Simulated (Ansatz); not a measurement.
# ZnS: the cost of one run

Method: DFT PBE, scalar-relativistic, plane waves, PAW, in Ansatz 0.2.0.

1 further run of the same task is left out (set aside as unsound or not needed).

### Step 1. The structure to begin with

It takes space group R3m (No. 160, trigonal). The conventional cell has a = 3.848 Å, b = 3.848 Å, c = 56.632 Å, α = 90.00°, β = 90.00°, γ = 120.00°. Around Zn (site symmetry 3m) lie 4 S at 2.36 Å. S (site symmetry 3m) is surrounded by 4 Zn at 2.36 Å. Only part of the 12 independent sites is listed.

Structure file:

```
Zn S
1.0
     1.92387    1.11075   18.87738
    -1.92387    1.11075   18.87738
     0.00000   -2.22149   18.87738
Zn S
6 6
Direct
  0.44445 0.44445 0.44445
  0.83337 0.83337 0.83337
  0.61104 0.61104 0.61104
  0.72220 0.72220 0.72220
  0.99996 0.99996 0.99996
  0.22221 0.22221 0.22221
  0.40276 0.40276 0.40276
  0.95827 0.95827 0.95827
  0.56943 0.56943 0.56943
  0.79174 0.79174 0.79174
  0.68059 0.68059 0.68059
  0.18058 0.18058 0.18058
```

It goes back to an entry of the Materials Project, which need not be the stable form.

This cell was relaxed beforehand with the same method: volume 20.17 Å³/atom, gap on the mesh 2.04 eV.

### Step 2. Bands, states and charges

Input file input.yaml:

```yaml
crystal:
  lattice:
    - [1.9238706915, 1.1107472617, 18.8773769237]
    - [-1.9238706915, 1.1107472617, 18.8773769237]
    - [0.0, -2.2214945233, 18.8773769237]
  atoms:
    - { symbol: Zn, position: [0.4444533948, 0.4444533948, 0.4444533948] }
    - { symbol: Zn, position: [0.8333703859, 0.8333703859, 0.8333703859] }
    - { symbol: Zn, position: [0.6110413047, 0.6110413047, 0.6110413047] }
    - { symbol: Zn, position: [0.7222020811, 0.7222020811, 0.7222020811] }
    - { symbol: Zn, position: [0.9999632244, 0.9999632244, 0.9999632244] }
    - { symbol: Zn, position: [0.2222102068, 0.2222102068, 0.2222102068] }
    - { symbol: S, position: [0.4027568466, 0.4027568466, 0.4027568466] }
    - { symbol: S, position: [0.9582667533, 0.9582667533, 0.9582667533] }
    - { symbol: S, position: [0.5694250434, 0.5694250434, 0.5694250434] }
    - { symbol: S, position: [0.7917443948, 0.7917443948, 0.7917443948] }
    - { symbol: S, position: [0.6805868457, 0.6805868457, 0.6805868457] }
    - { symbol: S, position: [0.1805825085, 0.1805825085, 0.1805825085] }
basis:
  ecutwfc: 420
kpoints:
  mp_grid: { grid: [12, 12, 12] }
  band_path:
    path:
      - [[0.0, 0.0, 0.0], [-0.5, -0.5, -0.5], [-0.5, -0.16897477, -0.83102523]]
      - [[-0.16897477, 0.16897477, -0.5], [0.0, 0.0, -0.5], [0.0, 0.0, 0.0], [0.0, 0.33448739, -0.33448739]]
      - [[-0.33448739, 0.0, -0.66551261], [-0.5, 0.0, -0.5], [0.0, 0.0, 0.0]]
    npoints: 10
hamiltonian:
  xc: pbe
scf:
  occupations: { method: gaussian, width: 0.02 }
  n_extra_bands: 30
output:
  forces: true
  stress: true
  eigenvalues: true
  populations: true
  dos: { projected: true, de: 0.02, nscf_kmesh: { grid: [18, 18, 18] } }
  bader: false
```

Command:

```
$ ansatz run input.yaml --threads 2 --pin off --max-ram 5120MiB --backend cpu --events-out ev --progress --plain --runs-dir out
```

Q: Estimate wall time and peak memory on 2 threads of Intel Xeon Platinum 8375C at 2.90GHz (Ice Lake), shared host.

About 11 min, with a peak of 3.7 GiB.
